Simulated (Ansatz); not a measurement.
Effect of biaxial strain +1.31 %, plane normal [111], relaxed out of plane on InN

The parent structure is InN in the zinc blende structure (space group F-43m, No. 216; a = 5.000 Å). Axes: x, y, z lie along the cube axes.

Perturbation: biaxial strain +1.31 %, plane normal [111], relaxed out of plane (Cartesian); in-plane vectors clamped, the third vector and the atoms free.

All numbers come from r2SCAN (Ansatz, a program for electronic structure), scalar-relativistic without spin-orbit coupling, earlier PAW set. Γ-centred 11×11×11 mesh, Fermi–Dirac width 0.05 eV.

* **Volume per atom**: 15.90 Å³ (base 15.62 Å³)
* **Shortest interatomic distance**: 2.170 Å (base 2.165 Å)
* **Energy relative to the base (free energy F)**: +4.6 meV/atom
* **Pressure (mean of the normal stresses, compression positive)**: -2.4 GPa (base 0.0 GPa)
* **Band gap**: zero (base zero)
* **Out-of-plane strain**: -0.85 % (rough)
* **Mean in-plane stress (compression positive)**: -3.5 GPa (rough)

Cost of the whole job for the changed cell (relaxation, final SCF and bands): about 70 core-seconds (a rough figure).

Without a gap, meshes like the base's 11×11×11 leave anisotropic stresses uncertain by several tenths of a GPa, and small strain energies with them. Whether these cells are dynamically stable was not tested. The final runs are not spin-polarised. Gaps under 0.05 eV, about the width of the smearing, are given as zero. This is not the structure that InN has at room temperature and ambient pressure. A zero or small gap of InN can be the functional's error rather than a property of the material.
